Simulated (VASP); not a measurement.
Input of a VASP 6.6.1 run:

The input INCAR:

```
PREC = Accurate
ENCUT = 520
EDIFF = 1E-6
ISMEAR = 0
SIGMA = 0.026000000000000002
LREAL = F
LASPH = T
NELM = 100
ALGO = Normal
ISIF = 2
LWAVE = F
LCHARG = T
GGA = PE
LELF = T
LVHAR = T
NBANDS = 12
```

Contents of KPOINTS:

```
Automatic mesh
0
Gamma
  13 13 13
```

Contents of POSCAR:

```
Cu
1.0
    0.0000000000      1.8075000000      1.8075000000
    1.8075000000      0.0000000000      1.8075000000
    1.8075000000      1.8075000000      0.0000000000
Cu
1
Direct
    0.0000000000      0.0000000000      0.0000000000
```

Potentials or basis: VASP PAW PBE potentials, release 64 (Cu).

Command:

```bash
$ cat potpaw_PBE.64/Cu/POTCAR > POTCAR
$ mpirun -np 1 vasp_std > vasp.out
```

What does it give for the pressure?

2.2 GPa.

Estimate the band gap on the k mesh.

none (metal or under the smearing width).
